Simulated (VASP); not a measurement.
# Dielectric function of ZnS (Wurtzite-2H), part 2 of 3

Aim: the dielectric function of ZnS (Wurtzite-2H) for independent particles, and its static limit with local fields. The cell is of the wurtzite type, one of the forms listed for this formula. The start is a cell from a database of measured crystal structures.

VASP 6.6.1, plane waves and PAW; the level of theory is named at each step.

So far. Step 2 (Ground state): The cell has a gap of 2.25 eV on this mesh and a pressure of +2.3 GPa, which holds the misfit of the given cell and coordinates with this functional, and any error of cutoff, mesh and data sets. Forces of up to 0.33 eV/Å remain in these settings.

The database entry behind the starting cell differs from later determinations by our own check (about 0.4 % short), so it need not match the best structure at ambient conditions.

### 4. Static response with local fields

Level of this step: PBE; plane waves and PAW (Zn, S) (VASP).

Perturbation theory (LEPSILON) gives the dielectric tensor with local fields, and the Born charges.

Input file INCAR:

```
SYSTEM = ZnS
PREC = Accurate
ENCUT = 400
EDIFF = 1E-08
NELM = 100
ISMEAR = 0
SIGMA = 0.01
LREAL = .FALSE.
ALGO = Normal
GGA = PE
NBANDS = 24
LWAVE = .FALSE.
LCHARG = .FALSE.
KPAR = 4
LEPSILON = .TRUE.
```

Input file POSCAR:

```
ZnS
1.0
    3.8110000000      0.0000000000      0.0000000000
   -1.9055000000      3.3004228138      0.0000000000
    0.0000000000      0.0000000000      6.2340000000
Zn S
2 2
Direct
    0.6666666667      0.3333333333      0.5000000000
    0.3333333333      0.6666666667      0.0000000000
    0.6666666667      0.3333333333      0.8850000000
    0.3333333333      0.6666666667      0.3850000000
```

Input file KPOINTS:

```
Automatic mesh
0
Gamma
10 10 5
0 0 0
```

The projector-augmented-wave data sets are Zn and S (PBE family, release 64).

Command:

```bash
$ mpirun -np 4 vasp_std
```

The log of the run:

```text
[... set-up lines as in an earlier step ...]
 entering main loop
       N       E                     dE             d eps       ncg     rms          rms(c)
DAV:   1     0.209547145808E+03    0.20955E+03   -0.14977E+04  2016   0.151E+03
DAV:   2     0.348366303902E+01   -0.20606E+03   -0.19975E+03  2192   0.322E+02
DAV:   3    -0.141811559065E+02   -0.17665E+02   -0.17583E+02  2488   0.100E+02
DAV:   4    -0.145039890962E+02   -0.32283E+00   -0.32265E+00  2472   0.143E+01
DAV:   5    -0.145102807431E+02   -0.62916E-02   -0.62912E-02  2552   0.186E+00    0.992E+00
DAV:   6    -0.136459450932E+02    0.86434E+00   -0.18601E+00  3168   0.401E+01    0.767E+00
DAV:   7    -0.136592867450E+02   -0.13342E-01   -0.16150E+00  2296   0.725E+00    0.343E+00
DAV:   8    -0.136472584267E+02    0.12028E-01   -0.66538E-02  2736   0.308E+00    0.107E+00
DAV:   9    -0.136479119774E+02   -0.65355E-03   -0.14897E-02  2800   0.193E+00    0.261E-01
DAV:  10    -0.136480428464E+02   -0.13087E-03   -0.94837E-04  2488   0.405E-01    0.128E-01
DAV:  11    -0.136482805776E+02   -0.23773E-03   -0.43541E-04  2288   0.133E-01    0.933E-02
DAV:  12    -0.136482743670E+02    0.62106E-05   -0.18241E-05  2792   0.366E-02    0.723E-03
DAV:  13    -0.136482778803E+02   -0.35133E-05   -0.50646E-06  2280   0.132E-02    0.288E-03
DAV:  14    -0.136482779915E+02   -0.11121E-06   -0.23437E-07  2664   0.840E-03    0.458E-04
DAV:  15    -0.136482780851E+02   -0.93633E-07   -0.10516E-07  2376   0.345E-03    0.709E-04
DAV:  16    -0.136482780839E+02    0.11705E-08   -0.11269E-08  1888   0.968E-04
   1 F= -.13648278E+02 E0= -.13648278E+02  d E =-.207080E-28
 Linear response reoptimize wavefunctions to high precision
DAV:   1    -0.136482780780E+02    0.59772E-08   -0.23477E-09  1640   0.316E-04
DAV:   2    -0.136482780780E+02   -0.66393E-10   -0.32415E-10  1320   0.156E-04
 Linear response G [H, r] |phi>, progress :
  Direction:   1
       N       E                     dE             d eps       ncg     rms
RMM:   1    -0.818142085040E+02   -0.81814E+02    0.45625E+02  3839   0.919E+01
RMM:   2    -0.903786439191E+02   -0.85644E+01   -0.27350E+01  3303   0.342E+01
RMM:   3    -0.909502069776E+02   -0.57156E+00   -0.18118E+00  3586   0.857E+00
RMM:   4    -0.909655964942E+02   -0.15390E-01   -0.90025E-02  3665   0.173E+00
RMM:   5    -0.909664393794E+02   -0.84289E-03   -0.15601E-02  3706   0.441E-01
RMM:   6    -0.909663091933E+02    0.13019E-03   -0.52584E-03  3823   0.127E-01
RMM:   7    -0.909661189892E+02    0.19020E-03   -0.21267E-03  3925   0.426E-02
RMM:   8    -0.909660183927E+02    0.10060E-03   -0.85494E-04  4001   0.160E-02
RMM:   9    -0.909659622552E+02    0.56138E-04   -0.34730E-04  3990   0.768E-03
RMM:  10    -0.909659388923E+02    0.23363E-04   -0.25034E-04  3428   0.480E-03
RMM:  11    -0.909659319431E+02    0.69491E-05   -0.19971E-05  2970   0.379E-03
RMM:  12    -0.909659267260E+02    0.52171E-05   -0.22174E-04  2723   0.344E-03
RMM:  13    -0.909659261607E+02    0.56534E-06    0.21276E-04  2646   0.325E-03
RMM:  14    -0.909659257302E+02    0.43050E-06   -0.19916E-04  2568   0.320E-03
RMM:  15    -0.909659258131E+02   -0.82912E-07    0.70206E-05  2536   0.318E-03
 Linear response G [H, r] |phi>, progress :
  Direction:   2
       N       E                     dE             d eps       ncg     rms
RMM:   1    -0.968129369651E+02   -0.96813E+02    0.27495E+02  3876   0.887E+01
RMM:   2    -0.101476930444E+03   -0.46640E+01   -0.21617E+01  3277   0.329E+01
RMM:   3    -0.102004646474E+03   -0.52772E+00   -0.13751E+00  3589   0.783E+00
RMM:   4    -0.102025306343E+03   -0.20660E-01   -0.58342E-02  3628   0.160E+00
RMM:   5    -0.102026368411E+03   -0.10621E-02   -0.94404E-03  3671   0.432E-01
RMM:   6    -0.102026438138E+03   -0.69727E-04   -0.22180E-03  3765   0.128E-01
RMM:   7    -0.102026357133E+03    0.81005E-04   -0.53837E-04  3899   0.435E-02
RMM:   8    -0.102026353153E+03    0.39808E-05   -0.29533E-04  3965   0.165E-02
RMM:   9    -0.102026326353E+03    0.26799E-04   -0.15073E-04  3976   0.734E-03
RMM:  10    -0.102026329463E+03   -0.31097E-05   -0.25748E-04  3417   0.415E-03
RMM:  11    -0.102026327646E+03    0.18168E-05   -0.20633E-04  2998   0.294E-03
RMM:  12    -0.102026331022E+03   -0.33763E-05   -0.34332E-04  2765   0.244E-03
RMM:  13    -0.102026331718E+03   -0.69518E-06   -0.23830E-04  2638   0.228E-03
RMM:  14    -0.102026331448E+03    0.26986E-06   -0.25188E-04  2550   0.222E-03
RMM:  15    -0.102026332028E+03   -0.57996E-06   -0.20019E-04  2465   0.220E-03
RMM:  16    -0.102026332033E+03   -0.47712E-08   -0.27238E-04  2400   0.218E-03
 Linear response G [H, r] |phi>, progress :
  Direction:   3
       N       E                     dE             d eps       ncg     rms
RMM:   1    -0.934318783852E+02   -0.93432E+02    0.28765E+02  3667   0.874E+01
RMM:   2    -0.963021382013E+02   -0.28703E+01   -0.22930E+01  3358   0.309E+01
RMM:   3    -0.967200073481E+02   -0.41787E+00   -0.12798E+00  3546   0.725E+00
RMM:   4    -0.967366444410E+02   -0.16637E-01   -0.67713E-02  3607   0.154E+00
RMM:   5    -0.967376512580E+02   -0.10068E-02   -0.96150E-03  3662   0.449E-01
RMM:   6    -0.967377295102E+02   -0.78252E-04   -0.15153E-03  3741   0.150E-01
RMM:   7    -0.967377616385E+02   -0.32128E-04   -0.34858E-04  3827   0.557E-02
RMM:   8    -0.967377640136E+02   -0.23751E-05   -0.48514E-05  3871   0.230E-02
RMM:   9    -0.967377787458E+02   -0.14732E-04   -0.57122E-04  3704   0.108E-02
RMM:  10    -0.967377681985E+02    0.10547E-04   -0.19503E-04  3207   0.631E-03
RMM:  11    -0.967377657920E+02    0.24065E-05   -0.56109E-04  2798   0.456E-03
RMM:  12    -0.967377658057E+02   -0.13684E-07   -0.20990E-04  2554   0.387E-03
RMM:  13    -0.967377611807E+02    0.46250E-05   -0.58911E-04  2513   0.366E-03
RMM:  14    -0.967377610458E+02    0.13492E-06   -0.26940E-04  2424   0.350E-03
RMM:  15    -0.967377618532E+02   -0.80742E-06   -0.47808E-04  2394   0.349E-03
RMM:  16    -0.967377607041E+02    0.11491E-05   -0.24476E-04  2341   0.343E-03
 Linear response to external field (no local field effect), progress :
  Direction:   1
       N       E                     dE             d eps       ncg     rms          rms(c)
RMM:   1    -0.898596431758E+00   -0.89860E+00   -0.32240E+00  2930   0.460E+00
RMM:   2    -0.944906797446E+00   -0.46310E-01   -0.29114E-02  3529   0.107E+00
RMM:   3    -0.946087425714E+00   -0.11806E-02   -0.16979E-03  3605   0.203E-01
RMM:   4    -0.946136752717E+00   -0.49327E-04   -0.10296E-04  3618   0.399E-02
RMM:   5    -0.946140296311E+00   -0.35436E-05   -0.13917E-05  3635   0.109E-02
RMM:   6    -0.946140919487E+00   -0.62318E-06   -0.37504E-06  3650   0.348E-03
RMM:   7    -0.946141051315E+00   -0.13183E-06   -0.87470E-07  3621   0.132E-03
RMM:   8    -0.946141066529E+00   -0.15214E-07   -0.31714E-07  2193   0.551E-04
RMM:   9    -0.946141065654E+00    0.87556E-09   -0.72106E-08  2040   0.261E-04
 change of polarisation eV/A/(eV/A) component  1 :     1.892    -0.792    -0.209
 dielectric tensor                  component  1 :     5.367    -1.828    -0.481
 Linear response to external field (no local field effect), progress :
  Direction:   2
       N       E                     dE             d eps       ncg     rms          rms(c)
RMM:   1    -0.126307878794E+01   -0.12631E+01   -0.48389E+00  2888   0.484E+00
RMM:   2    -0.132210243088E+01   -0.59024E-01   -0.33979E-02  3546   0.108E+00
RMM:   3    -0.132321266279E+01   -0.11102E-02   -0.19700E-03  3603   0.205E-01
RMM:   4    -0.132326199144E+01   -0.49329E-04   -0.14171E-04  3606   0.428E-02
RMM:   5    -0.132326565353E+01   -0.36621E-05   -0.25984E-05  3634   0.125E-02
RMM:   6    -0.132326650347E+01   -0.84994E-06   -0.56175E-06  3643   0.429E-03
RMM:   7    -0.132326663823E+01   -0.13476E-06   -0.15594E-06  3569   0.171E-03
RMM:   8    -0.132326666626E+01   -0.28030E-07   -0.39979E-07  2197   0.744E-04
RMM:   9    -0.132326667094E+01   -0.46841E-08   -0.13912E-07  2051   0.358E-04
RMM:  10    -0.132326666995E+01    0.99510E-09   -0.47949E-08  1991   0.190E-04
 change of polarisation eV/A/(eV/A) component  2 :    -0.792     2.647    -0.210
 dielectric tensor                  component  2 :    -1.828     7.108    -0.485
 Linear response to external field (no local field effect), progress :
  Direction:   3
       N       E                     dE             d eps       ncg     rms          rms(c)
RMM:   1    -0.109845911820E+01   -0.10985E+01   -0.42463E+00  2851   0.462E+00
RMM:   2    -0.114534824555E+01   -0.46889E-01   -0.30120E-02  3519   0.103E+00
RMM:   3    -0.114640302603E+01   -0.10548E-02   -0.17183E-03  3547   0.196E-01
RMM:   4    -0.114643706886E+01   -0.34043E-04   -0.95921E-05  3576   0.380E-02
RMM:   5    -0.114643850209E+01   -0.14332E-05   -0.14358E-05  3609   0.103E-02
RMM:   6    -0.114643894544E+01   -0.44335E-06   -0.28391E-06  3624   0.331E-03
RMM:   7    -0.114643893842E+01    0.70176E-08   -0.50557E-07  3409   0.124E-03
RMM:   8    -0.114643895756E+01   -0.19136E-07   -0.18325E-07  1963   0.515E-04
RMM:   9    -0.114643894964E+01    0.79154E-08   -0.14856E-08  1866   0.244E-04
 change of polarisation eV/A/(eV/A) component  3 :    -0.209    -0.210     2.293
 dielectric tensor                  component  3 :    -0.482    -0.485     6.291
 Linear response to external field, progress :
  Direction:   1
       N       E                     dE             d eps       ncg     rms          rms(c)
RMM:   1    -0.108182632337E+01   -0.10818E+01   -0.40413E+00  9628   0.469E+00
RMM:   2    -0.113353575042E+01   -0.51709E-01   -0.31433E-02 11924   0.106E+00    0.206E+00
RMM:   3    -0.106739592012E+01    0.66140E-01   -0.90893E-02 11619   0.129E+00    0.107E+00
RMM:   4    -0.109524694337E+01   -0.27851E-01   -0.74555E-02 11897   0.118E+00    0.285E-01
RMM:   5    -0.111931990014E+01   -0.24073E-01   -0.61750E-03 11970   0.385E-01    0.688E-02
RMM:   6    -0.112104069536E+01   -0.17208E-02   -0.15692E-03 11971   0.191E-01    0.500E-02
RMM:   7    -0.112320148373E+01   -0.21608E-02   -0.16669E-04 12134   0.662E-02    0.725E-03
RMM:   8    -0.112361683064E+01   -0.41535E-03   -0.15466E-05 12338   0.188E-02    0.487E-03
RMM:   9    -0.112359430980E+01    0.22521E-04    0.30085E-06 12226   0.576E-03    0.173E-03
RMM:  10    -0.112360706573E+01   -0.12756E-04    0.11374E-06 12185   0.309E-03    0.545E-04
RMM:  11    -0.112361477582E+01   -0.77101E-05   -0.82013E-07 12443   0.107E-03    0.152E-04
RMM:  12    -0.112361536749E+01   -0.59167E-06    0.34815E-07 11215   0.399E-04    0.823E-05
RMM:  13    -0.112361490184E+01    0.46564E-06   -0.84711E-08 10274   0.194E-04    0.221E-05
RMM:  14    -0.112361419604E+01    0.70581E-06    0.46396E-08  6938   0.806E-05    0.863E-06
 change of polarisation eV/A/(eV/A) component  1 :     2.087    -0.114     0.000
 dielectric tensor                  component  1 :     5.817    -0.264     0.000
 Linear response to external field, progress :
  Direction:   2
       N       E                     dE             d eps       ncg     rms          rms(c)
RMM:   1    -0.108272438375E+01   -0.10827E+01   -0.40503E+00  9672   0.466E+00
RMM:   2    -0.113354552626E+01   -0.50821E-01   -0.30892E-02 11951   0.105E+00    0.206E+00
RMM:   3    -0.106750045954E+01    0.66045E-01   -0.91137E-02 11650   0.129E+00    0.107E+00
RMM:   4    -0.109523951636E+01   -0.27739E-01   -0.73697E-02 11916   0.118E+00    0.283E-01
RMM:   5    -0.111909470620E+01   -0.23855E-01   -0.57164E-03 11985   0.377E-01    0.635E-02
RMM:   6    -0.112121571317E+01   -0.21210E-02   -0.13536E-03 12080   0.179E-01    0.467E-02
RMM:   7    -0.112323958703E+01   -0.20239E-02   -0.15568E-04 12180   0.626E-02    0.635E-03
RMM:   8    -0.112360137755E+01   -0.36179E-03   -0.94452E-06 12363   0.169E-02    0.439E-03
RMM:   9    -0.112358485658E+01    0.16521E-04    0.32439E-06 12259   0.545E-03    0.136E-03
RMM:  10    -0.112360951463E+01   -0.24658E-04    0.82835E-07 12257   0.265E-03    0.512E-04
RMM:  11    -0.112361533577E+01   -0.58211E-05    0.67895E-07 12492   0.959E-04    0.163E-04
RMM:  12    -0.112361521191E+01    0.12385E-06    0.35659E-07 10694   0.369E-04    0.429E-05
RMM:  13    -0.112361473378E+01    0.47814E-06    0.11703E-07  9197   0.140E-04    0.223E-05
RMM:  14    -0.112361421464E+01    0.51914E-06    0.62091E-08  6091   0.696E-05    0.551E-06
 change of polarisation eV/A/(eV/A) component  2 :    -0.332     2.087     0.000
 dielectric tensor                  component  2 :    -0.767     5.817     0.000
 Linear response to external field, progress :
  Direction:   3
       N       E                     dE             d eps       ncg     rms          rms(c)
RMM:   1    -0.109845911820E+01   -0.10985E+01   -0.42463E+00  2851   0.462E+00
RMM:   2    -0.114534825178E+01   -0.46889E-01   -0.30120E-02  3519   0.103E+00    0.206E+00
RMM:   3    -0.108380585041E+01    0.61542E-01   -0.86315E-02  3373   0.125E+00    0.108E+00
RMM:   4    -0.111459960833E+01   -0.30794E-01   -0.71736E-02  3510   0.115E+00    0.292E-01
RMM:   5    -0.114016532167E+01   -0.25566E-01   -0.49794E-03  3479   0.359E-01    0.654E-02
RMM:   6    -0.114087825750E+01   -0.71294E-03   -0.11014E-03  3520   0.142E-01    0.351E-02
RMM:   7    -0.114335462591E+01   -0.24764E-02   -0.10146E-04  3563   0.454E-02    0.981E-03
RMM:   8    -0.114389463978E+01   -0.54001E-03   -0.98842E-06  3586   0.138E-02    0.198E-03
RMM:   9    -0.114388530643E+01    0.93334E-05    0.65277E-07  3648   0.367E-03    0.901E-04
RMM:  10    -0.114391515131E+01   -0.29845E-04    0.12257E-06  3344   0.169E-03    0.458E-04
RMM:  11    -0.114391899177E+01   -0.38405E-05    0.82390E-08  3668   0.655E-04    0.865E-05
RMM:  12    -0.114391331061E+01    0.56812E-05   -0.79516E-08  3249   0.249E-04    0.416E-05
RMM:  13    -0.114391438939E+01   -0.10788E-05   -0.10172E-07  2369   0.935E-05    0.106E-05
RMM:  14    -0.114391428337E+01    0.10602E-06    0.14875E-08  1618   0.544E-05    0.511E-06
 change of polarisation eV/A/(eV/A) component  3 :    -0.209    -0.209     2.121
 dielectric tensor                  component  3 :    -0.481    -0.483     5.894
 Born effective charges drift removed
```

Elapsed: 2.5 min, on 4 MPI ranks of AMD EPYC 9R45, shared host; peak memory 1.9 GiB; 9.7 min of CPU time.

Parts of OUTCAR (step 4):

```text
 Found     42 irreducible k-points:

   k-points           NKPTS =     42   k-points in BZ     NKDIM =     42   number of bands    NBANDS=     24

   NELECT =      36.0000    total number of electrons

  Total        1.4591493      1.4591493      0.4304429      0.0000000      0.0000000      0.0000000
  in kB       29.8150118     29.8150118      8.7953024      0.0000000      0.0000000      0.0000000
  external PRESSURE =      22.8084420 kB  Pullay stress =       0.0000000 kB

 POSITION                                       TOTAL-FORCE (eV/Angst)
 -----------------------------------------------------------------------------------
      1.90550      1.10014      3.11700         0.000000     -0.000000      0.326441
     -0.00000      2.20028      0.00000        -0.000000      0.000000      0.326441
      1.90550      1.10014      5.51709        -0.000000      0.000000     -0.326441
     -0.00000      2.20028      2.40009        -0.000000     -0.000000     -0.326441
 -----------------------------------------------------------------------------------
    total drift:                               -0.000000     -0.000000      0.000305

 MACROSCOPIC STATIC DIELECTRIC TENSOR (including local field effects in DFT)
 ------------------------------------------------------
           5.816894    -0.000000     0.000000
           0.000000     5.816894     0.000000
           0.000000     0.000000     5.893756
 ------------------------------------------------------

 PIEZOELECTRIC TENSOR (including local field effects)  for field in x, y, z        (C/m^2)
          XX          YY          ZZ          XY          YZ          ZX
  --------------------------------------------------------------------------------
  x     0.00000     0.00000     0.00000     0.00000     0.00000     0.33675
  y    -0.00000    -0.00000     0.00000     0.00000     0.33675     0.00000
  z     0.33799     0.33799    -0.81023     0.00000     0.00000     0.00000

 BORN EFFECTIVE CHARGES (including local field effects) (in |e|, cummulative output)
 ---------------------------------------------------------------------------------
 ion    1
    1     1.93736     0.00000     0.00000
    2    -0.00000     1.93736     0.00000
    3     0.00000     0.00000     2.04615
 ion    2
    1     1.93736    -0.00000     0.00000
    2     0.00000     1.93736     0.00000
    3     0.00000     0.00000     2.04615
 ion    3
    1    -1.93736     0.00000     0.00000
    2     0.00000    -1.93736     0.00000
    3     0.00000     0.00000    -2.04615
 ion    4
    1    -1.93736    -0.00000    -0.00000
    2     0.00000    -1.93736    -0.00000
    3     0.00000     0.00000    -2.04615

[... 8 parts as in an earlier step ...]

[... 1 further part left out ...]
```

Energies printed during the response cycles are not total energies of the cell. The dielectric response converges more slowly with the mesh than energies do, so tensor and charges may still move on a finer one.

This step gave:

```
Fermi energy : 2.238 eV
pressure     : 2.281 GPa
```

Electronic dielectric tensor with local fields:

```
5.82 0.00 0.00
0.00 5.82 0.00
0.00 0.00 5.89
```

Born effective charge (e), principal values of the symmetric part by kind of site:

```
atom  atoms with these values    low  middle   high   mean
 Zn1                        2   1.94    1.94   2.05   1.97
  S3                        2  -2.05   -1.94  -1.94  -1.97
```

In full for Zn1:

```
1.94 0.00 0.00
0.00 1.94 0.00
0.00 0.00 2.05
```

Piezoelectric tensor with clamped ions (C/m²), by row:

```
field     xx     yy       zz  xy      yz      zx
    x      0      0        0   0       0  0.3367
    y      0      0        0   0  0.3367       0
    z  0.338  0.338  -0.8102   0       0       0
```

The mean electronic (clamped-ion) dielectric constant is 5.84.

(Continued in part 3 of 3.)

[Lines on the potential files, build, host, timing and source positions are cut from VASP's logs without a mark.]

[Logs are printed without paths, hosts, clocks, repeated set-up lines and the standing remarks that a program may print on its own settings, such as how far it seeks lower states.]

[Hosts, paths, dates, database ids (printed as entryN), source tags and the programs' standing remarks are cut or masked in the printed files.]
